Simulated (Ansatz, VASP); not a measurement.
# One calculation of Ba, two programs

```xyz
2
Lattice="0.0000 3.5639 3.5639 3.5639 0.0000 3.5639 3.5639 3.5639 0.0000" Properties=species:S:1:pos:R:3 pbc="T T T"
Ba   -0.8910   -0.8910   -0.8910
Ba    0.8910    0.8910    0.8910
```

Change from the starting cell: volume scaled by 0.8, LAPW.

Alike in both runs: task single point; functional PBE; k mesh 9 × 9 × 9; occupations fermi-dirac, width 0.05 eV; no spin polarisation.

|  | VASP | Ansatz |
| --- | --- | --- |
| version | VASP 6.6.1 | Ansatz 0.2.0 |
| potentials or method | VASP PAW PBE potentials, release 64 (Ba_sv), cutoff 520 eV | all-electron LAPW, scalar-relativistic |

|  | VASP | Ansatz | Ansatz less VASP |
| --- | --- | --- | --- |
| pressure (GPa) | 5.3 | 4.2 | -1.16 |

Ansatz ran all-electron here, so the differences hold the error of VASP's frozen core and of both bases.

The runs have no spin-orbit coupling, so splittings on Ba are missing.
